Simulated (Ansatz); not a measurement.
## Zone-centre phonons of Si2W at 5 GPa: input and output

Level of theory: DFT PBE, scalar-relativistic, plane waves, PAW in Ansatz.

Launched with:
```bash
ansatz run input.yaml --threads 1 --pin off --max-ram 3072MiB --backend cpu --events-out ev --progress --plain --runs-dir out
```

Input (bare energies are in eV):
```yaml
crystal:
  lattice:
    - [-1.6017353967, 1.6017353967, 3.9119864368]
    - [1.6017353967, -1.6017353967, 3.9119864368]
    - [1.6017353967, 1.6017353967, -3.9119864368]
  atoms:
    - { symbol: Si, position: [0.334089047, 0.334089047, 0.0] }
    - { symbol: Si, position: [0.665910953, 0.665910953, 0.0] }
    - { symbol: W, position: [0.0, 0.0, 0.0] }
basis:
  ecutwfc: 420
kpoints:
  mp_grid: { grid: [18, 18, 18] }
hamiltonian:
  xc: pbe
scf:
  occupations: { method: fermi_dirac, width: 0.15 }
output:
  eigenvalues: true
phonons:
  method: dfpt
  eigenvectors: true
```

Results section of the output:
```
--- Phonons (Γ-DFPT): 4 representative perturbations + reference, on 865 of 5832 k-points (Σ response iterations 12) ---
  k mesh reduced under 4 symmetry operations, with k and −k counted as one. Each operation leaves every solved displacement unchanged or reverses it
  ASR residual: 4.365e-4 → 0.000e0 eV/Å²; symmetrization residual: 5.571e-7 eV/Å²
  ASR residual per site (eV/Å²): 1.63e-5 1.63e-5 4.36e-4
  Γ frequencies (cm⁻¹): 0.00 0.00 0.00 264.67 264.67 309.20 342.48 342.48 445.63
  non-analytic LO–TO correction: not included (Born effective charges unavailable; polar crystals: no LO–TO splitting at Γ)
```

The run took 3.9 min on 1 thread of Intel(R) Xeon(R) Platinum 8259CL CPU @ 2.50GHz (Skylake/Cascade Lake) (shared host), peak memory 1.8 GiB.

In a metal, frequencies and elastic constants depend on the k mesh and the smearing, soft modes and shear constants most. Spin–orbit coupling is left out, which can shift energies with elements as heavy as these.